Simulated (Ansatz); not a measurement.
**P: computed properties**

Theory: DFT PBE+D3(BJ), scalar-relativistic, plane waves, PAW (Ansatz).

Plane waves to 420 eV, a k mesh through Γ of 18×18×18 on the computed 1-atom cell and Gaussian smearing (0.10 eV); no spin polarisation.

The structure is relaxed at this level of theory with its symmetry kept. This simple cubic form isn't the element's structure at ambient conditions.

The structure is cubic, space group Pm-3m (No. 221). The conventional cell has a = 2.407 Å, b = 2.407 Å, c = 2.407 Å, α = 90.00°, β = 90.00°, γ = 90.00°. P (site symmetry m-3m) is surrounded by 6 P at 2.41 Å.

```
Volume per atom                                   : 13.95 Å³
Kohn–Sham band gap                                : none (metal)
Density of states at the Fermi level              : 0.30 states/eV per cell
Löwdin character within 0.5 eV of the Fermi level : P 3p 79 %, P 3s 14 %, unprojected 7 %
Bader charges (e)                                 : P (1 in the cell) 0.00
```